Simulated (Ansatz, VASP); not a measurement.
CuAu in VASP and in Ansatz

```
CELL_PARAMETERS angstrom
2.73000 0.00000 0.00000
0.00000 2.73000 0.00000
0.00000 0.00000 3.48650
ATOMIC_POSITIONS crystal
Cu 0.50000 0.50000 0.50000
Au 0.00000 0.00000 0.00000
```

Change from the starting cell: strain -0.025 along x and y, -0.050 along z, atoms carried along.

Alike in both runs: task single point; functional LDA; k mesh 18 × 18 × 14; occupations gaussian, width 0.15 eV; no spin polarisation.

```csv
,VASP,Ansatz
version,VASP 6.6.1,Ansatz 0.2.0
potentials or method,"VASP PAW LDA potentials, release 64 (Cu, Au)","scalar-relativistic, plane waves, PAW"
plane-wave cutoff (eV),520,420
valence electrons in the cell,22,38
```

Ansatz gave:

```
gap on the k mesh at the Fermi level (eV)       : none
pressure (GPa)                                  : 13.2
largest component of the traceless stress (GPa) : 0.52
```

Problem. Which values does VASP return?

Solution. gap on the k mesh at the Fermi level (eV): none; pressure (GPa): 14.0; largest component of the traceless stress (GPa): 0.54.

A gap of «none» marks a metal or a gap that the smearing closes. The two sets of potentials don't hold the same shells in valence.

Spin-orbit coupling is left out, which matters for the levels of Au.
